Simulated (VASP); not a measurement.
# MgO (Periclase) (Fm-3m) in VASP: settings compared

One crystal, MgO (Periclase), is run at these levels: r2SCAN, PBEsol; tasks: relaxation of the atoms, relaxation of cell and atoms.

Everything below comes from runs of VASP 6.6.1. Logs are shortened: lines on timing, memory, paths and dates and some standing lists are left out, and cuts for length are marked.

## 1. The crystal as given

It takes space group Fm-3m (No. 225, cubic). The conventional cell has a = 4.217 Å, b = 4.217 Å, c = 4.217 Å, α = 90.00°, β = 90.00°, γ = 90.00°. Around Mg (site symmetry m-3m) lie 6 O at 2.11 Å. O (site symmetry m-3m) has 6 Mg at 2.11 Å as nearest neighbours.

## 2. Relaxation of the atoms, r2SCAN (a relaxed cell with its volume scaled by 1.02)

INCAR

```
ALGO     = Normal         # electronic algorithm
EDIFF    = 1E-7           # SCF threshold, eV
EDIFFG   = -0.01          # ionic threshold
ENCUT    = 600            # plane-wave cutoff, eV
IBRION   = 2              # ionic algorithm
ISIF     = 2              # what is computed and relaxed
ISMEAR   = 0              # smearing method
LASPH    = T              # aspherical terms in the spheres
LCHARG   = F              # write CHGCAR
LMIXTAU  = T            
LREAL    = F              # projectors in reciprocal space
LWAVE    = F              # write WAVECAR
METAGGA  = R2SCAN         # meta-GGA
NELM     = 80             # most SCF steps
NSW      = 40             # ionic steps
PREC     = Accurate       # precision mode
SIGMA    = 0.03           # smearing width, eV
```

KPOINTS

```
k-points
0
Gamma
  12 12 12
```

POSCAR

```
MgO                                     
1.0
    0.0000000000      2.1102996504      2.1102996504
    2.1102996504      0.0000000000      2.1102996504
    2.1102996504      2.1102996504      0.0000000000
  Mg              O             
     1     1
Direct
     0.0000000000000000    0.0000000000000000    0.0000000000000000
     0.5000000000000000    0.5000000000000000    0.5000000000000000
```

Potentials or basis: VASP PAW PBE potentials, release 64 (Mg, O).

On the command line:

```sh
> cat potpaw_PBE.64/Mg/POTCAR potpaw_PBE.64/O/POTCAR > POTCAR
> mpirun -np 1 vasp_std > vasp.out
```

OUTCAR:

```text
EDIFF = 1E-7
   EDIFFG = -0.01
   ENCUT = 600
   IBRION = 2
   ISIF = 2
   ISMEAR = 0
   LASPH = T
   LREAL = F
   METAGGA = R2SCAN
   NELM = 80
   NSW = 40
   PREC = Accurate

 ion  position               nearest neighbor table
   1  0.000  0.000  0.000-   2 2.11   2 2.11   2 2.11   2 2.11   2 2.11   2 2.11
   2  0.500  0.500  0.500-   1 2.11   1 2.11   1 2.11   1 2.11   1 2.11   1 2.11

  LATTYP: Found a face centered cubic cell.
 ALAT       =     4.2205993008

  Lattice vectors:

 A1 = (   0.0000000000,   2.1102996504,   2.1102996504)
 A2 = (   2.1102996504,   0.0000000000,   2.1102996504)
 A3 = (   2.1102996504,   2.1102996504,   0.0000000000)

Analysis of symmetry for initial positions (statically):
=====================================================================
 Subroutine PRICEL returns:
 Original cell was already a primitive cell.

 Routine SETGRP: Setting up the symmetry group for a
 face centered cubic supercell.

 Subroutine GETGRP returns: Found 48 space group operations
 (whereof 48 operations were pure point group operations)
 out of a pool of 48 trial point group operations.

The static configuration has the point symmetry O_h .

Analysis of symmetry for dynamics (positions and initial velocities):
=====================================================================
 Subroutine PRICEL returns:
 Original cell was already a primitive cell.

 Routine SETGRP: Setting up the symmetry group for a
 face centered cubic supercell.

 Subroutine GETGRP returns: Found 48 space group operations
 (whereof 48 operations were pure point group operations)
 out of a pool of 48 trial point group operations.

The dynamic configuration has the point symmetry O_h .

 Subroutine INISYM returns: Found 48 space group operations
 (whereof 48 operations are pure point group operations),
 and found     1 'primitive' translations

----------------------------------------------------------------------------------------

                                     Primitive cell

  volume of cell :      18.7959

  direct lattice vectors                    reciprocal lattice vectors
     0.000000000  2.110299650  2.110299650    -0.236933177  0.236933177  0.236933177
     2.110299650  0.000000000  2.110299650     0.236933177 -0.236933177  0.236933177
     2.110299650  2.110299650  0.000000000     0.236933177  0.236933177 -0.236933177

  length of vectors
     2.984414386  2.984414386  2.984414386     0.410380300  0.410380300  0.410380300

  position of ions in fractional coordinates (direct lattice)
     0.000000000  0.000000000  0.000000000
     0.500000000  0.500000000  0.500000000

[... 86 lines left out ...]
   PSTRESS=    0.0 pullay stress
   NELECT =       8.0000    total number of electrons
   NUPDOWN=      -1.0000    fix difference up-down
   EMIN   =  10.00;   EMAX   =-10.00  energy-range for DOS
   EFERMI =   0.00;   METHOD = LEGACY
   ISMEAR =     0;   SIGMA  =   0.03  broadening in eV -4-tet -1-fermi 0-gaus
   EFERMI_NEDOS =   21; number of points for ismear=-14 and -15
   IALGO  =     38    algorithm
   IMIX   =      4    mixing-type and parameters
     AMIX     =   0.40;   BMIX     =  1.00
     AMIX_MAG =   1.60;   BMIX_MAG =  1.00
  volume/ion in A,a.u.               =       9.40        63.42
  Fermi-wavevector in a.u.,A,eV,Ry     =   1.231452  2.327106 20.632870  1.516473
  Thomas-Fermi vector in A             =   2.366261
   LORBIT       =      0    0 simple, 1 ext, 2 COOP (PROOUT), +10 PAW based schemes
   METAGGA = R2SCAN    functional components
   LHFCALC =     F    Hartree Fock is set to
   AEXX    =    0.0000 exact exchange contribution
   IVDW    =     0    specifies the selected vdW correction
   LEPSILON=     F    determine dielectric tensor
   LRPA    =     F    only Hartree local field effects (RPA)
 conjugate gradient relaxation of ions
 non-spin polarized calculation
 Gauss-broadening in eV      SIGMA  =   0.03
  energy-cutoff  :      600.00
  volume of cell :       18.80
 maximum number of plane-waves:       642
   NGX = 11   NGY = 11   NGZ = 11

 number of electron       8.0000005 magnetization

 Free energy of the ion-electron system (eV)
  ---------------------------------------------------
  ext. energy  EPLUGINS =         0.00000000
  ---------------------------------------------------
  free energy    TOTEN  =       -16.16239707 eV

  energy without entropy =      -16.16239707  energy(sigma->0) =      -16.16239707

 E-fermi :   2.9537     XC(G=0): -11.5621

 val. band max:        2.7295310639   @ k =   0.0000   0.0000   0.0000
 cond. band min:       8.2750507011   @ k =   0.0000   0.0000   0.0000
 fundamental gap:      5.5455196372
 Fermi energy:         2.9536682098

 k-point     1 :       0.0000    0.0000    0.0000
  band No.  band energies     occupation
      1     -15.4392      2.00000
      2       2.7295      2.00000
      3       2.7295      2.00000
      4       2.7295      2.00000
      5       8.2751      0.00000
      6      19.5305      0.00000
      7      19.5306      0.00000
      8      19.5306      0.00000
[... 243 lines left out ...]
 k-point    24 :      -0.4167    0.1667    0.0000
  band No.  band energies     occupation
      1     -14.1244      2.00000
      2      -1.4531      2.00000
      3       1.1560      2.00000
      4       1.9345      2.00000
      5      12.6700      0.00000
      6      16.1807      0.00000
      7      18.0050      0.00000
      8      20.7732      0.00000

 [... further k-points ...]

------------------------ aborting loop because EDIFF is reached ----------------------------------------

  FORCE on cell =-STRESS in cart. coord.  units (eV):
  Direction    XX          YY          ZZ          XY          YZ          ZX
  --------------------------------------------------------------------------------------
  -------------------------------------------------------------------------------------
  Total       -0.3796855     -0.3796855     -0.3796855      0.0000000      0.0000000     -0.0000000
  in kB      -32.3647438    -32.3647438    -32.3647438      0.0000000      0.0000000     -0.0000000
  external PRESSURE =     -32.3647438 kB  Pullay stress =       0.0000000 kB

 VOLUME and BASIS-vectors are now :
 -----------------------------------------------------------------------------
  energy-cutoff  :      600.00
  volume of cell :       18.80
      direct lattice vectors                 reciprocal lattice vectors
     0.000000000  2.110299650  2.110299650    -0.236933177  0.236933177  0.236933177
     2.110299650  0.000000000  2.110299650     0.236933177 -0.236933177  0.236933177
     2.110299650  2.110299650  0.000000000     0.236933177  0.236933177 -0.236933177

 POSITION                                       TOTAL-FORCE (eV/Angst)
 -----------------------------------------------------------------------------------
      0.00000      0.00000      0.00000        -0.000000     -0.000000     -0.000000
      2.11030      2.11030      2.11030         0.000000      0.000000      0.000000
 -----------------------------------------------------------------------------------
    total drift:                               -0.000000     -0.000000      0.000000

  FREE ENERGIE OF THE ION-ELECTRON SYSTEM (eV)
  ---------------------------------------------------
  free  energy   TOTEN  =       -16.1623970749 eV

  energy  without entropy=      -16.1623970749  energy(sigma->0) =      -16.16239707

 reached required accuracy - stopping structural energy minimisation
```

Run time: 3 min. Hardware: 1 thread of AMD EPYC 7R43 (Zen 3), shared host; peak memory 0.12 GiB.

Results:

```
Free energy             : -16.1624 eV
Pressure after relaxing : -3.2 GPa
Band gap on the k mesh  : 5.55 eV, direct
```

Final structure:
```cif
data_structure
_symmetry_space_group_name_H-M 'P 1'
_symmetry_Int_Tables_number 1
_cell_length_a 2.9844
_cell_length_b 2.9844
_cell_length_c 2.9844
_cell_angle_alpha 60.000
_cell_angle_beta 60.000
_cell_angle_gamma 60.000
_cell_volume 18.80
loop_
_atom_site_label
_atom_site_type_symbol
_atom_site_fract_x
_atom_site_fract_y
_atom_site_fract_z
_atom_site_occupancy
Mg1 Mg 0.00000 0.00000 0.00000 1
O1 O 0.50000 0.50000 0.50000 1
```

Caveat: the relaxation stopped at its first step, so nothing moved; the PAW data sets were made with another functional, which shifts forces and pressure a little. A k mesh can miss the band edges.

## 3. Relaxation of the atoms, r2SCAN (a relaxed cell with its volume scaled by 1.04)

INCAR is that of step 2.

KPOINTS is that of step 2.

POSCAR

```
MgO                                     
1.0
    0.0000000000      2.1240032788      2.1240032788
    2.1240032788      0.0000000000      2.1240032788
    2.1240032788      2.1240032788      0.0000000000
  Mg              O             
     1     1
Direct
     0.0000000000000000    0.0000000000000000    0.0000000000000000
     0.5000000000000000    0.5000000000000000    0.5000000000000000
```

Potentials or basis: VASP PAW PBE potentials, release 64 (Mg, O).

On the command line:

```sh
> cat potpaw_PBE.64/Mg/POTCAR potpaw_PBE.64/O/POTCAR > POTCAR
> mpirun -np 1 vasp_std > vasp.out
```

Run time: 2.8 min. Hardware: 1 thread of AMD EPYC 7R43 (Zen 3), shared host; peak memory 0.11 GiB.

Results (log left out):

- Free energy: -16.1524 eV
- Pressure after relaxing: -6.2 GPa
- Band gap on the k mesh: 5.35 eV, direct

Final structure:
```cif
data_structure
_symmetry_space_group_name_H-M 'P 1'
_symmetry_Int_Tables_number 1
_cell_length_a 3.0038
_cell_length_b 3.0038
_cell_length_c 3.0038
_cell_angle_alpha 60.000
_cell_angle_beta 60.000
_cell_angle_gamma 60.000
_cell_volume 19.16
loop_
_atom_site_label
_atom_site_type_symbol
_atom_site_fract_x
_atom_site_fract_y
_atom_site_fract_z
_atom_site_occupancy
Mg1 Mg 0.00000 0.00000 0.00000 1
O1 O 0.50000 0.50000 0.50000 1
```

Levels at points of the mesh, in eV from the valence-band top:
| k point | band 1 | band 2 | band 3 | band 4 | band 5 | band 6 | band 7 | band 8 |
| --- | --- | --- | --- | --- | --- | --- | --- | --- |
| (0.00, 0.00, 0.00) | -18.07 | 0.00 | 0.00 | 0.00 | 5.35 | 16.69 | 16.69 | 16.69 |
| (0.50, 0.00, 0.00) | -16.89 | -4.50 | -0.64 | -0.64 | 8.63 | 13.50 | 17.15 | 17.15 |
| (0.50, 0.50, 0.00) | -16.65 | -4.00 | -1.34 | -1.34 | 10.00 | 10.78 | 14.01 | 19.97 |

Caveat: the relaxation stopped at its first step, so nothing moved; the PAW data sets were made with another functional, which shifts forces and pressure a little. A k mesh can miss the band edges.

(Part 1 of 2 ends here.)
